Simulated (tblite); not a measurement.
Acetone, C₃H₆O.
Atom-mapped SMILES: `[CH3:1][C:2]([CH3:3])=[O:4]` (hydrogens: H5, H6, H7 on C1; H8, H9, H10 on C3)

Computed with GFN2-xTB (tblite), gas phase: Langevin dynamics at 400 K from the optimised GFN2-xTB geometry, time step 0.5 fs, friction 0.01 fs⁻¹, 2000 steps. The instantaneous temperature is 2·E(kin)/(3Nk) with all 3N coordinates.

```json
{"t (fs)": "0", "T (K)": "339", "E(pot) above start (eV)": "0.000", "C1–C2 (Å)": "1.509", "C2–C3 (Å)": "1.509", "C2=O4 (Å)": "1.203", "C1–H5 (Å)": "1.089"}
{"t (fs)": "50", "T (K)": "341", "E(pot) above start (eV)": "0.241", "C1–C2 (Å)": "1.473", "C2–C3 (Å)": "1.511", "C2=O4 (Å)": "1.228", "C1–H5 (Å)": "1.080"}
{"t (fs)": "100", "T (K)": "243", "E(pot) above start (eV)": "0.177", "C1–C2 (Å)": "1.507", "C2–C3 (Å)": "1.521", "C2=O4 (Å)": "1.201", "C1–H5 (Å)": "1.112"}
{"t (fs)": "150", "T (K)": "201", "E(pot) above start (eV)": "0.171", "C1–C2 (Å)": "1.500", "C2–C3 (Å)": "1.518", "C2=O4 (Å)": "1.183", "C1–H5 (Å)": "1.092"}
{"t (fs)": "200", "T (K)": "259", "E(pot) above start (eV)": "0.226", "C1–C2 (Å)": "1.487", "C2–C3 (Å)": "1.490", "C2=O4 (Å)": "1.242", "C1–H5 (Å)": "1.095"}
{"t (fs)": "250", "T (K)": "317", "E(pot) above start (eV)": "0.217", "C1–C2 (Å)": "1.527", "C2–C3 (Å)": "1.514", "C2=O4 (Å)": "1.194", "C1–H5 (Å)": "1.070"}
{"t (fs)": "300", "T (K)": "339", "E(pot) above start (eV)": "0.395", "C1–C2 (Å)": "1.596", "C2–C3 (Å)": "1.480", "C2=O4 (Å)": "1.190", "C1–H5 (Å)": "1.110"}
{"t (fs)": "350", "T (K)": "366", "E(pot) above start (eV)": "0.339", "C1–C2 (Å)": "1.499", "C2–C3 (Å)": "1.541", "C2=O4 (Å)": "1.248", "C1–H5 (Å)": "1.074"}
{"t (fs)": "400", "T (K)": "342", "E(pot) above start (eV)": "0.431", "C1–C2 (Å)": "1.513", "C2–C3 (Å)": "1.524", "C2=O4 (Å)": "1.212", "C1–H5 (Å)": "1.119"}
{"t (fs)": "450", "T (K)": "441", "E(pot) above start (eV)": "0.366", "C1–C2 (Å)": "1.492", "C2–C3 (Å)": "1.487", "C2=O4 (Å)": "1.151", "C1–H5 (Å)": "1.087"}
{"t (fs)": "500", "T (K)": "460", "E(pot) above start (eV)": "0.408", "C1–C2 (Å)": "1.519", "C2–C3 (Å)": "1.461", "C2=O4 (Å)": "1.239", "C1–H5 (Å)": "1.136"}
{"t (fs)": "550", "T (K)": "356", "E(pot) above start (eV)": "0.277", "C1–C2 (Å)": "1.536", "C2–C3 (Å)": "1.472", "C2=O4 (Å)": "1.181", "C1–H5 (Å)": "1.055"}
{"t (fs)": "600", "T (K)": "371", "E(pot) above start (eV)": "0.268", "C1–C2 (Å)": "1.476", "C2–C3 (Å)": "1.531", "C2=O4 (Å)": "1.193", "C1–H5 (Å)": "1.061"}
{"t (fs)": "650", "T (K)": "169", "E(pot) above start (eV)": "0.253", "C1–C2 (Å)": "1.509", "C2–C3 (Å)": "1.461", "C2=O4 (Å)": "1.229", "C1–H5 (Å)": "1.096"}
{"t (fs)": "700", "T (K)": "274", "E(pot) above start (eV)": "0.181", "C1–C2 (Å)": "1.520", "C2–C3 (Å)": "1.530", "C2=O4 (Å)": "1.196", "C1–H5 (Å)": "1.108"}
{"t (fs)": "750", "T (K)": "227", "E(pot) above start (eV)": "0.289", "C1–C2 (Å)": "1.521", "C2–C3 (Å)": "1.545", "C2=O4 (Å)": "1.188", "C1–H5 (Å)": "1.053"}
{"t (fs)": "800", "T (K)": "326", "E(pot) above start (eV)": "0.398", "C1–C2 (Å)": "1.494", "C2–C3 (Å)": "1.503", "C2=O4 (Å)": "1.200", "C1–H5 (Å)": "1.152"}
{"t (fs)": "850", "T (K)": "375", "E(pot) above start (eV)": "0.392", "C1–C2 (Å)": "1.495", "C2–C3 (Å)": "1.522", "C2=O4 (Å)": "1.199", "C1–H5 (Å)": "1.076"}
{"t (fs)": "900", "T (K)": "447", "E(pot) above start (eV)": "0.465", "C1–C2 (Å)": "1.467", "C2–C3 (Å)": "1.492", "C2=O4 (Å)": "1.228", "C1–H5 (Å)": "1.126"}
{"t (fs)": "950", "T (K)": "505", "E(pot) above start (eV)": "0.368", "C1–C2 (Å)": "1.486", "C2–C3 (Å)": "1.530", "C2=O4 (Å)": "1.203", "C1–H5 (Å)": "1.081"}
{"t (fs)": "1000", "T (K)": "450", "E(pot) above start (eV)": "0.422", "C1–C2 (Å)": "1.536", "C2–C3 (Å)": "1.424", "C2=O4 (Å)": "1.191", "C1–H5 (Å)": "1.073"}
```

Question: From 500 fs on, how do temperature and potential energy compare with equipartition?

Answer: The mean temperature of these 11 frames is 360 K against the target 400 K, and the mean potential energy 0.34 eV against 24 × kT/2 = 0.41 eV for 24 classical harmonic modes. For 10 atoms in a canonical ensemble the temperature itself scatters by T·√(2/(3N)) = 103 K; here its standard deviation is 100 K. The whole run lasts only 10 friction times of 100 fs, so these averages carry a wide statistical error.

Question: What are the kinetic and total energies of the listed frame with the highest potential energy?

Answer: The one at 900 fs, 0.465 eV above the start. Its kinetic energy is 3NkT/2 = 0.577 eV at 447 K, so the sum is 1.04 eV; over the listed frames the sum runs from 0.43 to 1.04 eV, since the thermostat adds and removes energy.

Question: How much do the listed bonds fluctuate from 500 fs on?

Answer: 
```
 bond  at the start (Å)  mean (Å)  standard deviation (Å)
C1–C2             1.509     1.505                   0.022
C2–C3             1.509     1.497                   0.037
C2=O4             1.203     1.204                   0.018
C1–H5             1.089     1.092                   0.032
```

The motion is classical and holds no zero-point motion.

The cost below is that of the whole dynamics run. On one thread of an Arm Neoverse N1, no GPU, shared host with 64 logical CPUs at a one-minute load of 63, this took 8.8 s and 0.18 GiB of memory at its peak.
